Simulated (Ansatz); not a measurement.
YN:

```
Y N
1.0
     0.00000    2.43850    2.43850
     2.43850    0.00000    2.43850
     2.43850    2.43850    0.00000
Y N
1 1
Direct
  0.00000 0.00000 0.00000
  0.50000 0.50000 0.50000
```

Base run:

| Item | Value |
| --- | --- |
| Program | Ansatz 0.2.0 |
| Functional | r2SCAN |
| Potentials or basis | Ansatz PAW |
| Cutoff | 500 eV |
| Density cutoff | 2000 eV |
| k mesh | 7 × 7 × 7 |
| Occupations | fermi-dirac, width 0.05 eV |
| Spin | spin-orbit coupling, no magnetisation |

Its results: band gap on the k mesh 0.64 eV, indirect (least direct gap 1.04 eV); pressure 2.1 GPa.

The run is repeated on the same cell with these changes: functional from r2SCAN to PBE; cutoff from 500 eV to 420 eV; density cutoff from 2000 eV to 1680 eV. What comes out?

Band gap on the k mesh 0.26 eV, indirect (least direct gap 0.64 eV); pressure 3.0 GPa.

r2SCAN gives the wider gap, since meta-GGAs in the generalised Kohn-Sham scheme recover part of the derivative discontinuity.

Caveats: the k mesh misses the band edges, so the gap on the mesh is wider than the one along the path; the PAW data sets come from PBE, with cores solved anew for the run's functional, which leaves a small shift of forces and pressure (some runs).

Not every run made on this cell is shown here.
